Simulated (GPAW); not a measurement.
**TaS2: single point with PBE**

TaS2:

```
Ta S
1.0
     3.35000    0.00000    0.00000
    -1.67500    2.90119    0.00000
     0.00000    0.00000    5.86000
Ta S
1 2
Direct
  0.00000 0.00000 0.00000
  0.66667 0.33333 0.75000
  0.33333 0.66667 0.25000
```

```yaml
Program: GPAW 26.7.0
Task: single point
Functional: PBE
Potentials_or_basis: GPAW PAW data sets (gpaw-data 1.2.1)
Cutoff: 500 eV
Basis: pw
k_mesh: 7 × 7 × 4
Occupations: fermi-dirac, width 0.05 eV
Spin: no spin polarisation
Maxiter: 80
```

The pressure is 9.4 GPa and the largest force is 1.251 eV/Å. The band gap on the k mesh is none (metal or under the smearing width).

Forces in eV/Å, atoms in the order of the input:
```
Ta   0.000  0.000  0.000
S    0.000  0.000 -1.251
S    0.000  0.000  1.251
```

Stress tensor (GPa, compression positive):
```
 8.07  0.00  0.00
 0.00  8.07  0.00
 0.00  0.00 12.03
```

Levels at points of the mesh, in eV from the Fermi level:
```csv
k point,band 11,band 12,band 13,band 14,band 15,band 16
"(0.00, 0.00, 0.00)",-0.83,-0.83,0.00,0.00,0.26,4.06
"(0.00, 0.00, 0.50)",-0.97,-0.97,-0.02,-0.02,1.22,4.47
```

Run time: 16 s on 1 thread of Arm Neoverse V2 (shared host), peak memory 0.16 GiB.

Caveat: the cutoff is short for stress and forces, so pressures can be off by a GPa or more; this functional lacks dispersion, which binds the layers, so the pressure and a relaxed spacing across them are unreliable. Spin-orbit coupling is left out, which matters for the levels of Ta.
